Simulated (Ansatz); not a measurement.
KCl: what the numbers say

The computed numbers are results of PBE, scalar-relativistic (no spin polarisation) in the plane-wave PAW code Ansatz at 420 eV, Γ-centred 10×10×10 mesh, 0.05 eV Gaussian smearing; PAW files: Ansatz's generated set soft_2.

The chain of runs began from a cell as deposited in COD, expanded in volume.

The relaxed structure (symmetry read at 0.01 Å). The structure is cubic, space group Pm-3m (No. 221). Conventional cell: a = 3.835 Å, b = 3.835 Å, c = 3.835 Å, α = 90.00°, β = 90.00°, γ = 90.00°. Around K (site symmetry m-3m) lie 8 Cl at 3.32 Å. Cl (site symmetry m-3m) is surrounded by 8 K at 3.32 Å. (Shells end 15 % past the nearest neighbour.)

Results at this level of theory:

```
Volume                                                : 28.21 Å³/atom
Band gap                                              : 4.81 eV
Smallest direct gap                                   : 5.01 eV
Bader charges                                         : K 0.84; Cl -0.84 e
Formation energy from the elements (0 K, uncorrected) : -1.92 eV/atom
Bulk modulus (Birch–Murnaghan)                        : 18.7 GPa
Pressure derivative B0′                               : 4.8
```

Q: Should it be a metal or an insulator?

A: Formal charges K⁺, Cl⁻ balance and leave closed shells on every ion, so a band insulator is expected, and the gap is 4.81 eV.

Q: What kind of gap is it?

A: It is indirect: 4.81 eV, against 5.01 eV for the smallest direct gap. Within 0.6 eV of the edges the projected states are 99 % Cl 3p at the top of the valence band and 78 % K 4s at the bottom of the conduction band. The lowest excitation takes an electron from Cl back to K, as in ionic insulators.

Q: What fixes the bond lengths?

A: Shannon's ionic radii give a check on the bond lengths: K⁺ with 8 neighbours 1.51 Å + Cl⁻ 1.81 Å (six-fold value) = 3.32 Å against a computed mean of 3.32 Å. Sums and bonds agree within 3 %, so ion sizes set the bond lengths.

Bader charges against formal ones: K +0.84 (+1), Cl −0.84 (−1). The cations give up 84 % of the formal charge; Bader charges stay under formal ones because the anions' density reaches into the cations' basins, though a share this high marks a strongly ionic bond.

Q: How stiff is it, in energy terms?

A: B0·V0 = 18.7 GPa × 28.21 Å³ = 3.29 eV/atom sets the scale: near the minimum ΔE ≈ ½ B0 V0 x², with x = V/V0 − 1, and a pressure of 0.19 GPa squeezes the volume by about 1 %. At the ends of the curve: x = −4.0 % predicts 2.6 meV/atom and the run gives 2.9; x = +4.0 % predicts 2.6 meV/atom and the run gives 2.4. The curve is steeper than the parabola on the compressed side and flatter on the expanded side: the bulk modulus rises with pressure.

Kohn–Sham gaps of semilocal functionals lie under measured ones, often by a third or more.
